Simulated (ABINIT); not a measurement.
# HfO2 (P4_2/nmc) in ABINIT: notebook

Aim: see how the results for HfO2 move with the level of theory and the settings. Levels: LDA, PBE. Tasks: single point.

Everything below comes from runs of ABINIT 10.8.3 (patched build). Logs are shortened: lines on timing, memory, paths and dates and some standing lists are left out, and cuts for length are marked. The log counts tension as positive stress, the text compression.

### Step 1. The structure

Symmetry: P4_2/nmc, No. 137, tetragonal system. Conventional cell: a = 3.558 Å, b = 3.558 Å, c = 5.172 Å, α = 90.00°, β = 90.00°, γ = 90.00°. Hf (site symmetry -4m2) has 4 O at 2.05 Å as nearest neighbours. O (site symmetry 2mm) is surrounded by 2 Hf at 2.05 Å.

Measurements of this composition are mostly on another form, of space group No. 14.

### Step 2. Single point, LDA

run.abi reads:

```
# Pseudopotentials
pp_dirpath "./"
pseudos "Hf.LDA_PW-JTH.xml, O.LDA_PW-JTH.xml"

# Structure
acell 3*1.0
rprim
     6.7236820798     0.0000000000     0.0000000000
     0.0000000000     6.7236820798     0.0000000000
     0.0000000000     0.0000000000     9.7734012415
ntypat 2
znucl 72 8
natom 6
typat 1 1 2 2 2 2
xred
     0.0000000000     0.0000000000     0.0000000000
     0.5000000000     0.5000000000     0.5000000000
     0.0000000000     0.5000000000     0.1972078800
     0.5000000000     0.0000000000     0.3027921200
     0.5000000000     0.0000000000     0.8027921200
     0.0000000000     0.5000000000     0.6972078800

# Plane-wave basis
ecut 19.0
pawecutdg 38.0

# k points
kptopt 1
ngkpt 6 6 4
nshiftk 1
shiftk 0.0 0.0 0.0

# Exchange and correlation
ixc 7

# Bands and occupations
nband 29
occopt 3
tsmear 0.05 eV

# SCF cycle
nstep 100
tolvrs 1.0e-9

# Output
iomode 3
prtwf 0
prtden 0
prteig 0
prtebands 0
```

Potentials or basis: JTH PAW LDA v2.0.

The run is started by

```bash
mpirun --bind-to none -np 4 abinit run.abi > log 2>&1
```

run.abo:

```text
.Version 10.8.3 of ABINIT
 Symmetries : space group P4_2/n m c (#137); Bravais tP (primitive tetrag.)
================================================================================
 Values of the parameters that define the memory need of the present run
     intxc =       0    ionmov =       0      iscf =      17    lmnmax =      18
     lnmax =       6     mgfft =      40  mpssoang =       3    mqgrid =    3001
     natom =       6  nloc_mem =       2    nspden =       1   nspinor =       1
    nsppol =       1      nsym =      16    n1xccc =       1    ntypat =       2
    occopt =       3   xclevel =       1
       mpw =        1765          nfft =       36000          nkpt =          30
Pmy_natom=         2
 PAW method is used; the additional fine FFT grid is defined by:
   mgfftf=        60    nfftf =     96000
================================================================================
================================================================================

--------------------------------------------------------------------------------
------------- Echo of variables that govern the present computation ------------
--------------------------------------------------------------------------------
 -outvars: echo values of preprocessed input variables --------
            acell      1.0000000000E+00  1.0000000000E+00  1.0000000000E+00 Bohr
              amu      1.78490000E+02  1.59994000E+01
             ecut      1.90000000E+01 Hartree
              ixc           7
         kptrlatt        6    0    0      0    6    0      0    0    4
          kptrlen      3.90936050E+01
            natom           6
            nband          29
            ngfft          30      30      40
          ngfftdg          40      40      60
             nkpt          30
            nstep         100
             nsym          16
           ntypat           2
           occopt           3
        pawecutdg      3.80000000E+01 Hartree
           prtden           0
        prtebands           0
           prteig           0
            prtwf           0
            rprim      6.7236820798E+00  0.0000000000E+00  0.0000000000E+00
                       0.0000000000E+00  6.7236820798E+00  0.0000000000E+00
                       0.0000000000E+00  0.0000000000E+00  9.7734012415E+00
          spgroup         137
           tolvrs      1.00000000E-09
           tsmear      1.83746611E-03 Hartree
            typat      1  1  2  2  2  2
           useylm           1
           xangst      0.0000000000E+00  0.0000000000E+00  0.0000000000E+00
                       1.7790096638E+00  1.7790096638E+00  2.5859306033E+00
                       0.0000000000E+00  1.7790096638E+00  1.0199317842E+00
                       1.7790096638E+00  0.0000000000E+00  1.5659988191E+00
                       1.7790096638E+00  0.0000000000E+00  4.1519294223E+00
                       0.0000000000E+00  1.7790096638E+00  3.6058623874E+00
            xcart      0.0000000000E+00  0.0000000000E+00  0.0000000000E+00
                       3.3618410399E+00  3.3618410399E+00  4.8867006208E+00
[... 198 lines left out ...]
  -0.13028   -0.13028   -0.08066   -0.08066   -0.05891   -0.03670   -0.03538   -0.03538
   0.13496    0.13643    0.18312    0.19095    0.20295
      occupation numbers for kpt#   1
   2.00000    2.00000    2.00000    2.00000    2.00000    2.00000    2.00000    2.00000
   2.00000    2.00000    2.00000    2.00000    2.00000    2.00000    2.00000    2.00000
   2.00000    2.00000    2.00000    2.00000    2.00000    2.00000    2.00000    2.00000
   0.00000    0.00000    0.00000    0.00000    0.00000
 prteigrs : prtvol=0 or 1, do not print more k-points.

--- !EnergyTerms
iteration_state     : {dtset: 1, }
comment             : Components of total free energy in Hartree
kinetic             :  4.09039208889548E+01
hartree             :  2.67206115033654E+01
xc                  : -2.96137665945888E+01
Ewald energy        : -1.34893080316828E+02
psp_core            :  2.18392541387124E+01
local_psp           : -5.55530338832710E+01
PAW spherical_terms : -3.50435310224054E+01
internal            : -1.65639625286061E+02
'-kT*entropy'       :  3.75981243595613E-15
total_energy        : -1.65639625286061E+02
total_energy_eV     : -4.50728382129856E+03
...

--- !EnergyTermsDC
iteration_state     : {dtset: 1, }
comment             : '"Double-counting" decomposition of free energy'
band_energy         : -3.00214030381466E+01
Ewald energy        : -1.34893080316828E+02
psp_core            :  2.18392541387124E+01
xc_dc               : -3.30382944111001E+01
PAW spherical_terms :  1.04738923329734E+01
internal            : -1.65639631294389E+02
'-kT*entropy'       :  3.75981243595613E-15
total_energy_dc     : -1.65639631294389E+02
total_energy_dc_eV  : -4.50728398479350E+03
...

--- !EnergyTermsWithPAWCore
iteration_state     : {dtset: 1, }
comment             : 'Components of total free energy, including PAW core contributions'
Total energy        : -3.04387489387720E+04
Total energy DC     : -3.04387489447803E+04
Total energy (eV)   : -8.28280554217370E+05
Total energy DC (eV): -8.28280554380864E+05
...

 Cartesian components of stress tensor (hartree/bohr^3)
  sigma(1 1)=  2.91298318E-04  sigma(3 2)=  0.00000000E+00
  sigma(2 2)=  2.91298318E-04  sigma(3 1)=  0.00000000E+00
  sigma(3 3)=  3.00322776E-04  sigma(2 1)=  0.00000000E+00

-Cartesian components of stress tensor (GPa)         [Pressure= -8.6588E+00 GPa]
- sigma(1 1)=  8.57029240E+00  sigma(3 2)=  0.00000000E+00
- sigma(2 2)=  8.57029240E+00  sigma(3 1)=  0.00000000E+00
- sigma(3 3)=  8.83580112E+00  sigma(2 1)=  0.00000000E+00

== END DATASET(S) ==============================================================
================================================================================

 -outvars: echo values of variables after computation  --------
            acell      1.0000000000E+00  1.0000000000E+00  1.0000000000E+00 Bohr
           etotal     -1.6563963129E+02
            fcart     -0.0000000000E+00 -0.0000000000E+00  5.1657653960E-30
                      -0.0000000000E+00 -0.0000000000E+00  5.1657653960E-30
                      -0.0000000000E+00 -0.0000000000E+00 -5.5775698658E-04
                      -0.0000000000E+00 -0.0000000000E+00  5.5775698658E-04
                      -0.0000000000E+00 -0.0000000000E+00  5.5775698658E-04
                      -0.0000000000E+00 -0.0000000000E+00 -5.5775698658E-04
            rprim      6.7236820798E+00  0.0000000000E+00  0.0000000000E+00
                       0.0000000000E+00  6.7236820798E+00  0.0000000000E+00
                       0.0000000000E+00  0.0000000000E+00  9.7734012415E+00
           strten      2.9129831792E-04  2.9129831792E-04  3.0032277572E-04
                       0.0000000000E+00  0.0000000000E+00  0.0000000000E+00
           xangst      0.0000000000E+00  0.0000000000E+00  0.0000000000E+00
                       1.7790096638E+00  1.7790096638E+00  2.5859306033E+00
                       0.0000000000E+00  1.7790096638E+00  1.0199317842E+00
                       1.7790096638E+00  0.0000000000E+00  1.5659988191E+00
                       1.7790096638E+00  0.0000000000E+00  4.1519294223E+00
                       0.0000000000E+00  1.7790096638E+00  3.6058623874E+00
             xred      0.0000000000E+00  0.0000000000E+00  0.0000000000E+00
                       5.0000000000E-01  5.0000000000E-01  5.0000000000E-01
                       0.0000000000E+00  5.0000000000E-01  1.9720788000E-01
                       5.0000000000E-01  0.0000000000E+00  3.0279212000E-01
                       5.0000000000E-01  0.0000000000E+00  8.0279212000E-01
                       0.0000000000E+00  5.0000000000E-01  6.9720788000E-01
 Calculation completed.
```

It took 22 s on 4 MPI ranks of Arm Neoverse V1, shared host; peak memory 0.4 GiB.

What came out:

* Free energy: -4507.2840 eV
* Pressure: -8.7 GPa
* Largest force: 0.029 eV/Å
* Band gap on the k mesh: 4.55 eV, indirect (least direct gap 4.64 eV)
* Valence electrons inside the program's atomic spheres: Hf 9.56; O 4.60

Forces in eV/Å, atoms in the order of the input:
```
Hf   0.000  0.000  0.000
Hf   0.000  0.000  0.000
O    0.000  0.000 -0.029
O    0.000  0.000  0.029
O    0.000  0.000  0.029
O    0.000  0.000 -0.029
```

Levels at points of the mesh, in eV from the valence-band top:
| k point | band 22 | band 23 | band 24 | band 25 | band 26 | band 27 |
| --- | --- | --- | --- | --- | --- | --- |
| (0.00, 0.00, 0.00) | -0.12 | -0.08 | -0.08 | 4.55 | 4.59 | 5.86 |
| (0.50, 0.00, 0.00) | -1.44 | -0.13 | -0.13 | 5.00 | 5.00 | 6.05 |
| (0.50, 0.50, 0.00) | -0.81 | -0.56 | -0.56 | 5.65 | 5.65 | 6.02 |
| (0.00, 0.00, 0.50) | -0.62 | 0.00 | 0.00 | 5.26 | 5.26 | 5.57 |
| (0.50, 0.00, 0.50) | -1.40 | -0.96 | -0.96 | 5.13 | 5.13 | 5.51 |
| (0.50, 0.50, 0.50) | -1.44 | -0.05 | -0.05 | 5.86 | 5.86 | 6.20 |

Caveat: spin-orbit coupling is left out, which moves the levels of the heavy elements.

### Step 3. Single point, PBE

Changes to run.abi since step 2:

```diff
@@ -1,6 +1,4 @@
-# Pseudopotentials
 pp_dirpath "./"
-pseudos "Hf.LDA_PW-JTH.xml, O.LDA_PW-JTH.xml"
+pseudos "Hf.upf, O.upf"
 
-# Structure
 acell 3*1.0
@@ -22,7 +20,4 @@
 
-# Plane-wave basis
-ecut 19.0
-pawecutdg 38.0
+ecut 952.398519 eV
 
-# k points
 kptopt 1
@@ -32,6 +27,4 @@
 
-# Exchange and correlation
-ixc 7
+ixc 11
 
-# Bands and occupations
 nband 29
@@ -40,11 +33,14 @@
 
-# SCF cycle
 nstep 100
-tolvrs 1.0e-9
+tolvrs 1.0e-10
 
-# Output
 iomode 3
 prtwf 0
-prtden 0
 prteig 0
 prtebands 0
+prtvol 2
+prtden 1
+prtvha 1
+prtvclmb 1
+prtpot 1
+prtelf 1
```

Potentials or basis: PseudoDojo NC SR PBE v0.4.1 standard.

The run is started by

```bash
abinit run.abi > log 2>&1
```

It took 100 s on 1 thread of Intel Xeon 6975P-C (Granite Rapids), shared host; peak memory 0.12 GiB.

It converged, with:

| Quantity | Value |
| --- | --- |
| Free energy | -4882.1377 eV |
| Largest force | 0.065 eV/Å |
| Band gap on the k mesh | 4.80 eV, indirect (least direct gap 4.88 eV) |
| Valence electrons inside the program's atomic spheres | Hf 8.34; O 6.37 |

Forces on the atoms (eV/Å):
```
Hf   0.000  0.000  0.000
Hf   0.000  0.000  0.000
O    0.000  0.000  0.065
O    0.000  0.000 -0.065
O    0.000  0.000 -0.065
O    0.000  0.000  0.065
```

Levels at points of the mesh, in eV from the valence-band top:
```csv
k point,band 22,band 23,band 24,band 25,band 26,band 27
"(0.00, 0.00, 0.00)",-0.12,-0.07,-0.07,4.80,4.82,6.06
"(0.50, 0.00, 0.00)",-1.42,-0.14,-0.14,5.22,5.22,6.23
"(0.50, 0.50, 0.00)",-0.79,-0.53,-0.53,5.83,5.83,6.24
"(0.00, 0.00, 0.50)",-0.64,0.00,0.00,5.48,5.48,5.78
"(0.50, 0.00, 0.50)",-1.38,-0.94,-0.94,5.36,5.36,5.72
"(0.50, 0.50, 0.50)",-1.42,-0.04,-0.04,6.06,6.06,6.37
```

Caveat: the cutoff is too short for stress, so the log's stress isn't used; spin-orbit coupling is left out, which moves the levels of the heavy elements. A k mesh can miss the band edges.
